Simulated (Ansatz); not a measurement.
## BaSnO3, pressure series

Base system: BaSnO3 in the cubic perovskite structure (space group Pm-3m, No. 221).

```
CELL_PARAMETERS angstrom
      4.17608     0.00000     0.00000
      0.00000     4.17608     0.00000
      0.00000     0.00000     4.17608
ATOMIC_POSITIONS crystal
  Ba 0.00000 0.00000 0.00000
  Sn 0.50000 0.50000 0.50000
  O  0.00000 0.50000 0.50000
  O  0.50000 0.50000 0.00000
  O  0.50000 0.00000 0.50000
```

Cell and atoms are relaxed at each pressure.

All numbers come from Ansatz (a quantum-chemistry and plane-wave program), PBE, PAW, cutoff 420 eV, scalar-relativistic without spin-orbit coupling.

Base values:

| Property | Result |
|---|---|
| Band gap | 0.48 eV |

Question: The aim is a band gap between 0.59 eV and 0.67 eV. Which of these changes reaches it?
(A) pressure −2 GPa
(B) pressure 45 GPa
(C) pressure 1.8 GPa
(D) pressure −1 GPa

Answer: C, pressure 1.8 GPa. It gives 0.63 eV; pressure −2 GPa gives 0.30 eV; pressure −1 GPa gives 0.39 eV; pressure 45 GPa gives 3.26 eV. Changes not listed may reach it too

Load acts through the strain it causes; cell and atoms are relaxed under it. Stability against distortions was not tested. Competing high-pressure phases were not computed.
